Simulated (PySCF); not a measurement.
# CCSD(T)/def2-SVPD run of CHF3 (trifluoromethane)

Aim: the energy change on altering one bond length of CHF3 (trifluoromethane) at CCSD(T)/def2-SVPD, from 2 runs. The job is set up through a Python script.

Program for the calculation: PySCF 2.14.0.

1 further run of the same task is left out (set aside as unsound or not needed).

## 1. Starting point

CHF3: 5 atoms, total charge 0, spin state singlet. SMILES: `FC(F)F`. Geometry: relaxed at GFN2-xTB.

Bond lengths: F1–C2 1.328 Å, C2–F3 1.328 Å, C2–F4 1.328 Å, C2–H5 1.104 Å. Angles: F1–C2–F3 108.4°, F1–C2–F4 108.4°, F3–C2–F4 108.4°, F1–C2–H5 110.5°, F3–C2–H5 110.5°, F4–C2–H5 110.5°.

## 2. A single-point energy at CCSD(T)/def2-SVPD

Input file start.xyz:

```xyz
5

F     -0.667670    -0.332390     1.075060
C      0.018950     0.054610     0.006800
F      1.042420    -0.774930    -0.157420
F     -0.771270    -0.038770    -1.056390
H      0.377570     1.091490     0.131950
```

Input file job.py:

```python
from pyscf import gto, cc

system = gto.M(
    atom='start.xyz',
    charge=0,
    max_memory=1860,
    spin=0,
    verbose=3,
    basis='def2-svpd',
)

mf = system.RHF()
mf.conv_tol = 1e-10
mf.kernel()
if not mf.converged:
    mf = mf.newton().run(mf.mo_coeff, mf.mo_occ)

mycc = cc.CCSD(mf, frozen=4)
mycc.kernel()
e_t = mycc.ccsd_t()
e_final = mycc.e_tot + e_t
print('Final energy', e_final)
```

Run with:

```bash
OMP_NUM_THREADS=1 python job.py
```

Output:

```text
converged SCF energy = -336.522931352926
E(CCSD) = -337.2525248340694  E_corr = -0.7295934811439198
CCSD(T) correction = -0.0173476185268335
Final energy -337.2698724525963
```

It took 59 s on 1 thread of Intel Xeon at 2.70GHz, shared host; peak memory 0.66 GiB.

## 3. The distorted shape

Input file geometry.xyz:

```xyz
5
CHF3
F     -1.098023    -1.576672     0.924877
C     -0.411403    -1.189672    -0.143383
F      0.612067    -2.019212    -0.307603
F     -1.201623    -1.283052    -1.206573
H      0.377570     1.091490     0.131950
```

Input file run.py:

```python
from pyscf import gto, scf, cc

mol = gto.Mole()
mol.atom = 'geometry.xyz'
mol.charge = 0
mol.verbose = 3
mol.basis = 'def2-svpd'
mol.max_memory = 1860
mol.build()

calc0 = scf.RHF(mol)
calc0.conv_tol = 1e-10
calc0.kernel()
if not calc0.converged:
    calc0 = calc0.newton().run(calc0.mo_coeff, calc0.mo_occ)

mycc = cc.CCSD(calc0, frozen=4)
mycc.kernel()
e_t = mycc.ccsd_t()
e_final = mycc.e_tot + e_t
print('E(%s) = %.9f' % ('CCSD(T)', e_final))
```

Run with:

```bash
OMP_NUM_THREADS=1 python run.py
```

Output:

```text
converged SCF energy = -336.291576223864
E(CCSD) = -337.080482792415  E_corr = -0.7889065685512462
CCSD(T) correction = -0.0309465149252757
E(CCSD(T)) = -337.111429307
```

Wall time 72 s (1 thread of Intel Xeon at 2.70GHz, shared host); peak memory 0.64 GiB.

## 4. Summary of results

Level: CCSD(T)/def2-SVPD, 4 core orbitals frozen.

| quantity | value |
| --- | --- |
| first shape: total energy | -337.26987 Eh |
| first shape: dipole moment (Hartree–Fock density) | 1.85 D |
| first shape: HOMO energy (Hartree–Fock orbitals) | -16.35 eV |
| first shape: LUMO energy (Hartree–Fock orbitals) | 2.55 eV |
| first shape: HOMO–LUMO gap (Hartree–Fock orbitals) | 18.90 eV |
| first shape: correlation energy (4 core orbitals frozen) | -746.9 mEh |
| first shape: (T) correction | -17.35 mEh |
| first shape: T1 diagnostic | 0.014 |
| distorted shape: total energy | -337.11143 Eh |
| distorted shape: dipole moment (Hartree–Fock density) | 0.90 D |
| distorted shape: HOMO energy (Hartree–Fock orbitals) | -10.66 eV |
| distorted shape: LUMO energy (Hartree–Fock orbitals) | -1.24 eV |
| distorted shape: HOMO–LUMO gap (Hartree–Fock orbitals) | 9.42 eV |
| distorted shape: correlation energy (4 core orbitals frozen) | -819.9 mEh |
| distorted shape: (T) correction | -30.95 mEh |
| distorted shape: T1 diagnostic | 0.020 |
| energy change with the C2–H5 bond stretched from 1.104 to 2.429 Å | 4.311 eV |

One bond (distorted shape) is far stretched, which a spin-restricted single reference describes badly; perturbation theory on it can break down and give far too much correlation. With the C2–H5 bond stretched from 1.104 to 2.429 Å the energy rises by 4.31 eV (416 kJ/mol). The first shape isn't relaxed at this level, so the change isn't measured from a minimum. A restricted reference can't describe the breaking bond well at this length. Mulliken charges (first shape) of the mean-field density run from -0.55 on F4 to +1.80 on C2; in a basis this large or diffuse they mean little. The triples (first shape) make up 2.3 % of the correlation energy. Mulliken charges (distorted shape) of the mean-field density run from -0.49 on F4 to +1.33 on C2; in a basis this large or diffuse they mean little. The triples (distorted shape) make up 3.8 % of the correlation energy.
